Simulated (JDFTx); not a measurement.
# CdSe under changes of volume

One of the cells (28.942 Å³/atom); the others are scaled copies at fixed shape and fractional positions:

```
Cd Se
1.0
     0.00000    3.07027    3.07027
     3.07027    0.00000    3.07027
     3.07027    3.07027    0.00000
Cd Se
1 1
Direct
  0.00000 0.00000 0.00000
  0.25000 0.25000 0.25000
```

Measurements of this composition are mostly on another form, of space group No. 186.

```yaml
Program: JDFTx 1.7.0 (patched build)
Functional: r2SCAN
Potentials_or_basis: SG15-PBE-1.2 with smoothed tails
Cutoff: 1088 eV
Density_cutoff: 8708 eV
k_mesh: 5 × 5 × 5
Occupations: fermi-dirac, width 0.05 eV
Spin: no spin polarisation
```

| volume (Å³/atom) | energy over the lowest point (meV/atom) | pressure (GPa) | gap on the mesh (eV) |
| --- | --- | --- | --- |
| 27.206 | 18.80 | 3.7 | 0.97 |
| 27.784 | 8.04 | 2.3 | 0.93 |
| 28.363 | 1.94 | 1.1 | 0.88 |
| 28.942 | 0.00 | 0.0 | 0.84 |
| 29.521 | 1.78 | -1.0 | 0.79 |
| 30.100 | 6.89 | -1.8 | 0.75 |
| 30.679 | ? | ? | ? |

Task: What does the run at 30.679 Å³/atom give?

Result: Energy over the lowest point 14.96 meV/atom; pressure -2.6 GPa; gap on the mesh 0.71 eV.

Worked out: A Birch-Murnaghan fit of order 3 (a polynomial in V^(-2/3)) to the other rows has its minimum at 28.94 Å³/atom with B0 = V·E''(V) = 51 GPa and B' = 4.7. It gives 14.96 meV/atom at 30.679 Å³/atom, against the run's 14.96, and -dE/dV = -2.6 GPa, against -2.6. A straight line through the other rows of the gap, of slope -2.2 eV per unit of ln V (its deformation potential), extrapolates to 0.71 eV, against the run's 0.71.

Energies are extrapolated to zero smearing.

Caveats: the potentials were made for another functional, which shifts forces and pressure.

Spin-orbit coupling on Cd, Se is left out.
